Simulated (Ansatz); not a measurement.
Ansatz input

```yaml
crystal:
  lattice:
    - [4.2966332825, 0.0, 0.0]
    - [-2.1483166412, 3.7209935734, 0.0]
    - [0.0, 0.0, 5.9041060663]
  atoms:
    - { symbol: Te, position: [0.2855404168, 1.0, 0.3333333333] }
    - { symbol: Te, position: [1.0, 0.2855404168, 0.6666666667] }
    - { symbol: Te, position: [0.7144595832, 0.7144595832, 1.0] }
hamiltonian:
  xc: lda
  pseudopotentials:
    kind: paw
    azcp:
      Te: "pseudopotentials/Te.paw.azcp"
basis:
  ecutwfc: 420
  fft_grid_basis: typed
kpoints:
  mp_grid: { grid: [12, 12, 8], shift: [0, 0, 0] }
magnetization:
  spin_polarized: false
scf:
  occupations: { method: fermi_dirac, width: 0.05 }
  lower_state_search: "off"
output:
  stress: true
```

Output

```
Warning: the record states the generating functional pbe (its physics header spells it `PBE`), which answers neither for hamiltonian.xc's functional nor for the lda family's — results may be inconsistent (PPs are generated against a specific XC)
Engine: ansatz 0.2.0, x86_64-unknown-linux-gnu
Pseudopotentials: kind: paw
Pseudopotential: Te, paw, valence charge 16, recommended cutoff 420 eV (normal) 
Functional definition: SPW92
  exchange = slater_x
  correlation = pw_c
Crystal: 3 atoms, lattice volume = 94.393 Å³
Basis set: ecut = 420 eV, 1861 PW (Γ)
Bands: 28, of which v1, the nominal top of the filled ones, is band 24 counted from 1 (23 counted from 0)
Symmetry: 6 space group operations
Space group: P3121 (ITA 152), of the structure as read, at distance tolerance 4.6e-5 Å
k-points: 131 of 1152 (time reversal used)
Non-local potential: Te, projectors of the file, l = 0: 2, l = 1: 2, l = 2: 2, l = 3: 2
PAW form: soft (Blöchl's): semilocal exchange-correlation on the pseudo side does not see the compensation charge
PAW frozen core: Te, regenerated for the run's functional, and the local potential with it (the file was generated under x = pbe(κ = 0.804, μ = 0.2195149727645171), c = pbe(β = 0.06672455060314922))
PAW one-centre angular grid: Te, 590 points (default); XC on 64 Gauss nodes
Initial density: superposition of atomic densities (neutral atoms: chi_scale 0, normalization atom), corrected by the library's trained network
Initial wavefunctions: pseudopotential atomic-orbital guess
Functional: x = slater, c = lda
SCF iter   1: F=—  HF=-20481.601555 eV  |F-HF|=—  |Δ(HF+E_count)|=         —  Δρ=4.62e-3  dr2=8.13e-3  ethr=1.77e-3  ⟨swp⟩=7.0  Hψ=16455  notcnv=0
SCF iter   2: F=—  HF=-20481.595629 eV  |F-HF|=—  |Δ(HF+E_count)|=   5.93e-3  Δρ=2.49e-3  dr2=2.63e-3  ethr=1.69e-5  ⟨swp⟩=2.0  Hψ=5649  notcnv=0
SCF iter   3: F=—  HF=-20481.594579 eV  |F-HF|=—  |Δ(HF+E_count)|=   1.05e-3  Δρ=2.82e-4  dr2=9.29e-5  ethr=5.48e-6  ⟨swp⟩=2.9  Hψ=6945  notcnv=0
SCF iter   4: F=—  HF=-20481.594534 eV  |F-HF|=—  |Δ(HF+E_count)|=   4.57e-5  Δρ=9.74e-5  dr2=5.85e-6  ethr=1.94e-7  ⟨swp⟩=2.0  Hψ=6813  notcnv=0
SCF iter   5: F=—  HF=-20481.594527 eV  |F-HF|=—  |Δ(HF+E_count)|=   6.82e-6  Δρ=1.49e-5  dr2=1.52e-7  ethr=1.22e-8  ⟨swp⟩=2.0  Hψ=6849  notcnv=0
SCF iter   6: F=-20481.594527 eV  HF=-20481.594527 eV  |F-HF|=1.75e-8  |Δ(HF+E_count)|=   6.08e-8  Δρ=5.45e-6  dr2=1.79e-8  ethr=2.08e-10  ⟨swp⟩=4.9  Hψ=12112  notcnv=0
SCF 1 converged in 6 iterations: F = -20481.594527 eV  dr2 = 1.79e-8
SCF converged after 6 iterations
Free energy (F): -20481.594527 eV
Harris-Foulkes:  -20481.594527 eV  (|F-HF|=1.75e-8)
Internal energy: -20481.593784 eV  (E = F + TS)
E sigma→0 (E₀):  -20481.594156 eV
Entropy (-TS):   -0.000743 eV (-0.248 meV/atom)
Fermi energy:    9.727173 eV
--- Per-component energies (eV) ---
  E_band       = -760.255863
  E_kinetic    = 545.586963
  E_local      = -3595.901514  (includes V_loc(G=0)·N_el)
  E_nonlocal   = -914.811409
  E_hartree    = 2332.913005
  E_xc         = -372.213290
  E_vxc        = -315.291788  (∫ρ·V_xc dr)
  E_paw        = -13528.839572  (= ΣΔE_a)
  E_vpaw       = -1145.653685  (= ΣTr[D̂ρ^β])
  E_aug_tail   = -0.000573  (compensation charges beyond the density's cutoff)
  E_ewald      = -4950.363378
  E_core_change = 2.035984  (= ΣΔE_core)
  E_smearing   = -0.000743  (= −TS)
  E_closure    = 0.000000  (closes the sum)
  Σ components = -20481.594527   (vs F -20481.594527, Δ=0.00e0)
--- Stress (GPa, compression-positive) ---
       -0.174782       0.000000       0.000000
        0.000000      -0.174782      -0.000000
        0.000000      -0.000000       0.036478
  P = ⅓ Tr σ = -0.1044 GPa (-1.044 kbar)
```

Launched by

```sh
ansatz run input.yaml --threads 2 --pin off --max-ram 5120MiB --backend cpu --events-out ev --progress --plain --runs-dir out
```

On 2 threads of Intel(R) Xeon(R) 6975P-C (Granite Rapids) (shared host) this took about 6.3 s of wall time and 12 s of CPU time, with 0.54 GiB at the peak.
